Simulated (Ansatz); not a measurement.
Crystal: BP.

```
P B
1.0
     0.00000    2.26900    2.26900
     2.26900    0.00000    2.26900
     2.26900    2.26900    0.00000
P B
1 1
Direct
  0.75000 0.75000 0.75000
  0.00000 0.00000 0.00000
```

Base run:

```yaml
Program: Ansatz 0.2.0
Functional: exchange-only PBE
Potentials_or_basis: Ansatz PAW
Cutoff: "420 eV (not typed: the program's choice for these potentials)"
k_mesh: 10 × 10 × 10
Occupations: fermi-dirac, width 0.05 eV
Spin: no spin polarisation
```

Its results: band gap on the k mesh 1.52 eV, indirect (least direct gap 3.53 eV); pressure 16.3 GPa.

Q: The run is repeated on the same cell with these changes: functional from exchange-only PBE to PBE; cutoff from 420 eV (not typed: the program's choice for these potentials) to 800 eV. What comes out?

A: Band gap on the k mesh 1.24 eV, indirect (least direct gap 3.40 eV); pressure 1.1 GPa.

Caveats: so large a pressure means that the cell lies far from this level's equilibrium, or that cutoff or potentials fall short (some runs); the PAW data sets come from PBE, with cores solved anew for the run's functional, which leaves a small shift of forces and pressure (some runs).
